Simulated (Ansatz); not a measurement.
## HfO2 at several levels of theory

One geometry, relaxed with PBE, and single points on it; plane waves with PAW potentials in Ansatz, scalar-relativistic unless the row names spin-orbit coupling. No spin polarisation. Meshes are on the primitive cell of 12 atoms. Gaps are the least over mesh and band path; pressure is positive in compression. Smearing is Gaussian, 0.02 eV.

```cif
data_structure
_symmetry_space_group_name_H-M 'P2_1/c'
_symmetry_Int_Tables_number 14
_cell_length_a 5.1609
_cell_length_b 5.2122
_cell_length_c 5.3518
_cell_angle_alpha 90.000
_cell_angle_beta 99.650
_cell_angle_gamma 90.000
_cell_volume 141.92
loop_
_atom_site_label
_atom_site_type_symbol
_atom_site_symmetry_multiplicity
_atom_site_Wyckoff_symbol
_atom_site_fract_x
_atom_site_fract_y
_atom_site_fract_z
_atom_site_occupancy
Hf1 Hf 4 e 0.27572 0.04286 0.20840 1
O1 O 4 e 0.44913 0.75722 0.47670 1
O2 O 4 e 0.06720 0.32874 0.34837 1
```

```
level cutoff (eV) k mesh gap (eV) pressure (GPa) rough cost with bands (core-min)
  PBE          420   6×6×6      4.04             0.0                                 9
```

**Question.** What do r2SCAN, PBE with spin-orbit coupling, PBEsol give on the same cell?

**Answer.**
```tsv
level	cutoff (eV)	k mesh	gap (eV)	pressure (GPa)	rough cost with bands (core-min)
r2SCAN	500	6×6×6	4.54	-5.5	14
PBE with spin-orbit coupling	420	6×6×6	4.04	-0.3	40
PBEsol	420	6×6×6	3.93	-7.1	9
```

Spin-orbit coupling is left out except in a row that names it, which matters for the bands of heavy elements.